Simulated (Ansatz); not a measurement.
Structure relaxation of FeNi3

All numbers below come from DFT PBE, scalar-relativistic, plane waves, PAW in Ansatz 0.2.0.

The start is a database structure of FeNi3, space group Pm-3m (No. 221).

The final relaxation ran on this input, with the default PAW datasets:

```yaml
crystal:
  lattice:
    - [3.5440423172, 0.0, 0.0]
    - [0.0, 3.5440423172, 0.0]
    - [0.0, 0.0, 3.5440423172]
  atoms:
    - { symbol: Fe, position: [0.0, 0.0, 0.0], spin: 3.21 }
    - { symbol: Ni, position: [0.0, 0.5, 0.5], spin: 0.78 }
    - { symbol: Ni, position: [0.5, 0.5, 0.0], spin: 0.78 }
    - { symbol: Ni, position: [0.5, 0.0, 0.5], spin: 0.78 }
basis:
  ecutwfc: 420
kpoints:
  mp_grid: { grid: [14, 14, 14] }
hamiltonian:
  xc: pbe
scf:
  occupations: { method: gaussian, width: 0.1 }
output:
  forces: true
  stress: true
  eigenvalues: true
  populations: true
magnetization:
  spin_polarized: true
relax:
  adjacent_minimum: "off"
  f_tol: 0.01
  max_steps: 80
  cell: { stress_tol: 0.05 }
```

Launched as:

```bash
ansatz run input.yaml --threads 1 --pin off --max-ram 2560MiB --backend cpu --events-out ev --progress --plain --runs-dir out
```

The run took 93 s on 1 thread of Arm Neoverse V1 (shared host), peak memory 0.61 GiB.

The program printed at the end:

```
SCF converged after 8 iterations
Magnetization: 4.8324 μB (37.4162 up, 32.5838 down)
Absolute magnetization: 5.3341 μB (∫|ρ↑−ρ↓|, with the PAW one-centre terms)
Spin contamination: 0.1055 ħ² per cell (⟨S²⟩ above its minimum at these occupations)
Per-site moments (μB) at R_I (Å): [(2.914734, 1.033732), (0.691186, 1.033732), (0.691186, 1.033732), (0.691186, 1.033732)]
Free energy (F): -22000.015191 eV
Harris-Foulkes:  -22000.015191 eV  (|F-HF|=1.09e-11)
Internal energy: -22000.000158 eV  (E = F + TS)
E sigma→0 (E₀):  -22000.007675 eV
Entropy (-TS):   -0.015033 eV (-3.758 meV/atom)
Fermi energy:    18.291056 eV
--- Per-component energies (eV) ---
  E_band       = -1081.131832
  E_kinetic    = 1194.167910
  E_local      = -12490.250874  (includes V_loc(G=0)·N_el)
  E_nonlocal   = 2126.113006
  E_hartree    = 5221.202431
  E_xc         = -371.917027
  E_vxc        = -479.339734  (∫ρ·V_xc dr)
  E_paw        = -6255.585241  (= ΣΔE_a)
  E_vpaw       = -1874.228832  (= ΣTr[D̂ρ^β])
  E_aug_tail   = 0.001707  (compensation charges beyond the density's cutoff)
  E_ewald      = -11423.732070
  E_smearing   = -0.015033  (= −TS)
  E_closure    = 0.000000  (closes the sum)
  Σ components = -22000.015191   (vs F -22000.015191, Δ=0.00e0)
--- Forces (eV/Å), atoms counted from 1 ---
  atom   1  Fe     0.00000000     0.00000000     0.00000000
  atom   2  Ni     0.00000000     0.00000000     0.00000000
  atom   3  Ni     0.00000000     0.00000000     0.00000000
  atom   4  Ni     0.00000000     0.00000000     0.00000000
  max |Σ_I F_I| component: 1.37e-28 eV/Å
--- Stress (GPa, compression-positive) ---
        0.034108       0.000000       0.000000
        0.000000       0.034108       0.000000
        0.000000       0.000000       0.034108
  P = ⅓ Tr σ = 0.0341 GPa (0.341 kbar)
  k-point 0 ↑: bands = ["-85.4949", "-85.4647", "-85.4647", "-70.8853", "-45.9270", "-45.9270", "-45.9270", "-45.8588", "-45.8588", "-45.8588", "-45.7842", "-45.7842", "-45.7842", "-36.9130", "-36.9130", "-36.9130", "9.1010", "12.9457", "12.9457", "13.6056", "13.6903", "13.6903", "13.6903", "15.5616", "15.5616", "15.5616", "16.6011", "16.6011", "17.4356", "17.4356", "17.4639", "17.5710", "17.5710", "17.5710", "17.6363", "17.6363", "17.6363", "20.4372", "20.4372", "20.4372", "27.0648", "27.0648", "27.4630", "32.3410", "32.3410", "32.3410"]
  k-point 1 ↑: bands = ["-85.4946", "-85.4650", "-85.4647", "-70.8853", "-45.9261", "-45.9261", "-45.9255", "-45.8590", "-45.8590", "-45.8589", "-45.7858", "-45.7848", "-45.7848", "-36.9132", "-36.9130", "-36.9130", "9.1673", "12.9673", "12.9773", "13.6298", "13.7105", "13.7132", "13.7132", "15.5375", "15.5795", "15.5795", "16.5760", "16.6087", "17.4056", "17.4193", "17.4342", "17.4342", "17.4450", "17.5710", "17.5791", "17.5791", "17.6364", "20.0814", "20.6525", "20.6525", "27.0806", "27.2603", "27.7468", "32.1091", "32.1106", "32.1106"]
  k-point 2 ↑: bands = ["-85.4936", "-85.4660", "-85.4647", "-70.8853", "-45.9232", "-45.9232", "-45.9210", "-45.8598", "-45.8598", "-45.8590", "-45.7906", "-45.7868", "-45.7868", "-36.9140", "-36.9131", "-36.9131", "9.3646", "13.0217", "13.0687", "13.7021", "13.7699", "13.7819", "13.7819", "15.4671", "15.6322", "15.6322", "16.5022", "16.6306", "17.0618", "17.0618", "17.3176", "17.3489", "17.4133", "17.4749", "17.4749", "17.5710", "17.6365", "19.2378", "21.1974", "21.1974", "27.1297", "27.3654", "28.8622", "31.2796", "31.2796", "31.5269"]
  k-point 119 ↓: bands = ["-84.5733", "-84.5733", "-84.5733", "-67.5074", "-45.0821", "-45.0520", "-45.0520", "-45.0520", "-44.9311", "-44.9311", "-44.9311", "-44.9035", "-44.9035", "-33.6165", "-33.6165", "-33.6165", "13.7888", "13.7888", "13.7888", "13.9091", "16.4197", "16.4197", "16.4197", "16.5875", "16.5875", "16.5875", "16.8790", "16.8790", "17.6870", "17.7222", "17.7222", "17.7222", "18.3640", "18.3640", "18.3640", "19.0983", "19.0983", "19.0983", "19.4412", "19.4412", "24.4957", "24.4957", "24.4957", "24.9671", "39.3220", "39.3220"]
--- Relaxed structure (1 steps of the walk, 1 accepted, 1 SCFs on fresh bases) ---
  F+E_penalty+E_count = -22000.01519123 eV   max|allowed force component| = 3.524e-29 eV/Å   (the final SCF, on the basis selected at the relaxed cell)
  cell:  # Å, volume = 44.5140 Å³
    - [3.544042, 0.0, 0.0]
    - [0.0, 3.544042, 0.0]
    - [0.0, 0.0, 3.544042]
  atoms:
    - { symbol: Fe, position: [0.0, 0.0, 0.0] }
    - { symbol: Ni, position: [0.0, 0.5, 0.5] }
    - { symbol: Ni, position: [0.5, 0.5, 0.0] }
    - { symbol: Ni, position: [0.5, 0.0, 0.5] }
--- Löwdin populations: 4 sites ---
  site symbol q [e]    m [muB]
     0     Fe     15.6993     2.9540
     1     Ni     17.7974     0.6845
     2     Ni     17.7974     0.6845
     3     Ni     17.7974     0.6845
  spilling = 0.012980 (of n_electrons = 70.000000)
```

Total energies depend on the potentials used, so only differences within one code and one set of settings carry meaning.

The result has space group Pm-3m (No. 221). Around Fe lie 12 Ni at 2.51 Å; Ni has 4 Fe at 2.51 Å and 8 Ni at 2.51 Å.

Against the elements it lies at -0.09 eV/atom. The zero of energy is the elements' standard structures at the same level; no fitted shifts are applied.

The k mesh leaves about 4 meV/atom of noise in metals.

A structure relaxed within its symmetry needn't be a true minimum.